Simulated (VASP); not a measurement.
# B12N11 (a cell with a defect): single point with PBEsol

The system is B12N11 (a cell with a defect).

```
B N
1.0
     0.00000    5.42250    5.42250
     3.61500    0.00000    3.61500
     3.61500    3.61500    0.00000
B N
12 11
Direct
  0.00113 0.00216 0.00262
  0.99570 0.00616 0.49822
  0.99602 0.49925 0.00546
  0.00032 0.50052 0.50030
  0.33877 0.99526 0.99403
  0.33007 0.00329 0.49965
  0.33009 0.50038 0.00270
  0.33046 0.50108 0.50032
  0.66311 0.00277 0.00178
  0.66673 0.00220 0.49797
  0.66669 0.49884 0.00144
  0.66481 0.50126 0.50035
  0.08241 0.12781 0.62486
  0.08248 0.62529 0.12747
  0.08150 0.62624 0.62574
  0.41415 0.12654 0.12572
  0.41787 0.12556 0.62095
  0.41789 0.62188 0.12472
  0.41409 0.62659 0.62588
  0.75138 0.12507 0.12437
  0.74625 0.12753 0.62778
  0.74627 0.62872 0.12655
  0.74904 0.62592 0.62519
```

```
Program                : VASP 6.6.1
Task                   : single point
Functional             : PBEsol
Potentials or basis    : VASP PAW PBE potentials, release 64 (B, N)
Cutoff                 : 450 eV
k mesh                 : 3 × 4 × 4
Occupations            : gaussian, width 0.03 eV
Spin                   : collinear spin, ferromagnetic start
Starting moments       : [0.5, 0.5, 0.5, 0.0, 0.5, 0.0, 0.0, 0.0, 0.0, 0.0, 0.0, 0.0, 0.0, 0.0, 0.0, 0.0, 0.0, 0.0, 0.0, 0.0, 0.0, 0.0, 0.0] μB
Dq                     : -1
Further INCAR settings : LREAL = Auto; ALGO = Normal; EDIFF = 1e-05; ISYM = 0; NELECT = 92.0
```

| Property | Result |
| --- | --- |
| Largest force | 0.410 eV/Å |
| Band gap on the k mesh | none (metal or under the smearing width) |
| Net moment | 0.85 μB per cell |
| Site moments | B +0.01, +0.03, +0.00, +0.28, +0.02; N +0.00, +0.02, +0.01 μB |
| Valence electrons inside the program's atomic spheres | B 1.91, 2.06, 1.96, 2.04, 2.05; N 3.94, 3.93, 3.96 |

Forces on the atoms (eV/Å):
```
B   -0.346 -0.145 -0.090
B    0.273  0.287 -0.106
B    0.273 -0.132  0.268
B   -0.088  0.049  0.049
B   -0.066  0.002 -0.009
B    0.069 -0.064 -0.041
B    0.058 -0.039 -0.055
B    0.025 -0.053 -0.048
B   -0.090  0.041  0.028
B    0.049 -0.005 -0.031
B    0.039 -0.022  0.002
B   -0.020  0.000  0.000
N   -0.033  0.031  0.150
N   -0.035  0.159  0.019
N   -0.255  0.012  0.013
N    0.058 -0.090 -0.090
N    0.028 -0.005 -0.030
N    0.038 -0.040 -0.017
N   -0.007  0.008  0.009
N    0.032  0.010  0.011
N   -0.001 -0.018 -0.021
N   -0.004  0.012 -0.015
N    0.003  0.003  0.004
```

Levels at points of the mesh, in eV from the Fermi level:
Spin up:
| k point | band 43 | band 44 | band 45 | band 46 | band 47 | band 48 | band 49 | band 50 |
| --- | --- | --- | --- | --- | --- | --- | --- | --- |
| (0.00, 0.00, 0.00) | -5.21 | -5.01 | -4.98 | -0.24 | 0.12 | 1.05 | 1.85 | 2.09 |
| (0.00, 0.50, 0.00) | -5.73 | -5.65 | -4.74 | -0.87 | -0.01 | 1.19 | 2.17 | 2.42 |
| (0.00, 0.00, 0.50) | -5.73 | -5.64 | -4.74 | -0.86 | -0.01 | 1.17 | 2.17 | 2.42 |
| (0.00, 0.50, 0.50) | -6.40 | -5.59 | -4.59 | -1.09 | 0.18 | 1.30 | 2.26 | 2.43 |
Spin down:
```csv
k point,band 42,band 43,band 44,band 45,band 46,band 47,band 48,band 49,band 50,band 51
"(0.00, 0.00, 0.00)",-6.02,-5.14,-4.98,-4.96,0.17,0.46,1.16,2.16,2.17,2.39
"(0.00, 0.50, 0.00)",-6.34,-5.71,-5.64,-4.39,-0.73,0.75,1.37,2.31,2.54,3.12
"(0.00, 0.00, 0.50)",-6.34,-5.71,-5.63,-4.39,-0.71,0.76,1.35,2.31,2.54,3.12
"(0.00, 0.50, 0.50)",-6.62,-6.36,-5.58,-4.27,-0.89,0.98,1.47,2.33,2.49,3.26
```

Run time: 3.6 min on 4 MPI ranks on Intel(R) Xeon(R) Platinum 8259CL CPU @ 2.50GHz (Skylake/Cascade Lake), with other jobs on the host, peak memory 0.42 GiB a rank.

Caveat: the k mesh is coarse (spacing up to 0.38 Å⁻¹), so the values aren't converged; the cell is charged against a uniform background, so pressure and absolute levels hang on convention; the PAW data sets were made with another functional, which shifts forces and pressure a little.
